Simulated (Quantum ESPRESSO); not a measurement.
BN: equation of state with PBEsol+rVV10

**What was measured.**

“Effect of nanostructuration on compressibility of cubic BN”, 2012, arxiv:1208.3664 quotes, for a bulk crystal of BN at 300 K: bulk modulus 395 ± 2 GPa.

Crystal: BN.

```
CELL_PARAMETERS angstrom
0.00000 1.81300 1.81300
1.81300 0.00000 1.81300
1.81300 1.81300 0.00000
ATOMIC_POSITIONS crystal
N 0.25000 0.25000 0.25000
B 0.00000 0.00000 0.00000
```

The cell is a database's computed one.

```
Program             : Quantum ESPRESSO 7.5
Task                : equation of state
Functional          : PBEsol
Dispersion          : rVV10
Potentials or basis : PseudoDojo 0.4.1 SR PBEsol standard
Cutoff              : 1143 eV
Density cutoff      : 4572 eV
k mesh              : 13 × 13 × 13
Occupations         : fermi-dirac, width 0.05 eV
Spin                : no spin polarisation
Mixing beta         : 0.5
Most SCF iterations : 120
SCF threshold       : 4e-10 Ry
```

| Quantity | Value |
| --- | --- |
| Equilibrium volume | 5.83 Å³/atom |
| Bulk modulus | 393 GPa |
| Pressure derivative of the bulk modulus | 3.7 |

Energy against volume, from the lowest point:
| volume (Å³/atom) | energy (meV/atom) |
| --- | --- |
| 5.602 | 11.81 |
| 5.721 | 2.64 |
| 5.840 | 0.00 |
| 5.959 | 3.29 |
| 6.078 | 11.98 |
| 6.198 | 25.57 |
| 6.317 | 43.63 |

All runs of the series together: 36 s on 1 thread of Intel(R) Xeon(R) 6985P-C CPU @ 2.30GHz (Granite Rapids) (shared host).

Against the measured bulk modulus of BN, 395 GPa (300 K; quoted in “Effect of nanostructuration on compressibility of cubic BN”, 2012, arxiv:1208.3664), the calculated 393 GPa is off by -0.6 %. The fit is for a static lattice scaled at fixed shape and fixed fractional positions.

Caveat: rVV10's parameter b was fitted to another functional.
